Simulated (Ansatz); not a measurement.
Task: a calculation of the dielectric tensor and Born charges of ZrO2, space group P4_2/nmc, with Ansatz's Python interface. Give the script and its output. Use: PBE, PAW, the default cutoff (420 eV here), 6×6×4 k-points, fixed occupations.

```
Zr O
1.0
     3.59610    0.00000    0.00000
     0.00000    3.59610    0.00000
     0.00000    0.00000    5.17700
Zr O
2 4
Direct
  0.00000 0.00000 0.00000
  0.50000 0.50000 0.50000
  0.00000 0.50000 0.20300
  0.00000 0.50000 0.70300
  0.50000 0.00000 0.29700
  0.50000 0.00000 0.79700
```

`zro2_eps.py`
```python
import warnings

import ansatz as az
from ase import Atoms
import numpy as np

warnings.simplefilter("ignore", az.DeckWarning)

atoms = Atoms(
    ["Zr", "Zr", "O", "O", "O", "O"],
    scaled_positions=[
        [0.0, 0.0, 0.0],
        [0.5, 0.5, 0.5],
        [0.0, 0.5, 0.203],
        [0.0, 0.5, 0.703],
        [0.5, 0.0, 0.297],
        [0.5, 0.0, 0.797],
    ],
    cell=[
        [3.5961, 0.0, 0.0],
        [0.0, 3.5961, 0.0],
        [0.0, 0.0, 5.177],
    ],
    pbc=True,
)
structure = az.Crystal.from_ase(atoms)

model = (
    structure.calculation()
    .kpoints(6, 6, 4)
    .functional("PBE")
    .occupations("fixed")
    .dielectric()
)
outcome = model.run(threads=1, backend="cpu")
response = outcome.dielectric
eps = np.asarray(response.eps_inf)

print(f"mean eps_inf {np.trace(eps) / 3:.3f}, fraction of exact exchange 1/eps = {3 / np.trace(eps):.3f}")
print(np.array2string(eps, precision=3, suppress_small=True))
for index, (site, z) in enumerate(zip(outcome.lattice.sites, response.zstar_e)):
    print("Born charge tensor of", site.symbol, index)
    print(np.round(z, 3) + 0.0)
print(f"charge neutrality missed by {response.zstar_sum_residual_pre_e:.4f} e before the sum rule")
```

```console
$ python zro2_eps.py
mean eps_inf 5.544, fraction of exact exchange 1/eps = 0.180
[[5.74  0.    0.   ]
 [0.    5.74  0.   ]
 [0.    0.    5.151]]
Born charge tensor of Zr 0
[[5.77  0.    0.   ]
 [0.    5.77  0.   ]
 [0.    0.    5.001]]
Born charge tensor of Zr 1
[[5.77  0.    0.   ]
 [0.    5.77  0.   ]
 [0.    0.    5.001]]
Born charge tensor of O 2
[[-2.143  0.     0.   ]
 [ 0.    -3.627  0.   ]
 [ 0.     0.    -2.501]]
Born charge tensor of O 3
[[-3.627  0.     0.   ]
 [ 0.    -2.143  0.   ]
 [ 0.     0.    -2.501]]
Born charge tensor of O 4
[[-2.143  0.     0.   ]
 [ 0.    -3.627  0.   ]
 [ 0.     0.    -2.501]]
Born charge tensor of O 5
[[-3.627  0.     0.   ]
 [ 0.    -2.143  0.   ]
 [ 0.     0.    -2.501]]
charge neutrality missed by 0.0050 e before the sum rule
```

Reading the output:
- No spin polarisation was allowed.
- With fixed filling the reported Fermi level is the top filled level among the k-points of the SCF.
- This is a high-temperature or high-pressure form, not the ambient phase.
- Averages over directions belong to no single polarisation, least of all in layered crystals.
- Pressure is positive in compression.
- The structure is a deposited one; some such entries were measured under pressure or heat, so a shift against it needn't be the functional's error alone.
- This is the electronic (clamped-ion) response; a semilocal gap that is too small tends to raise it. The typed mesh is that of the SCF; the response is solved on denser meshes that the run picks.
- Hardware and time: 95 s on 1 thread of Arm Neoverse V2, with other jobs on the host, peak memory 0.77 GiB.
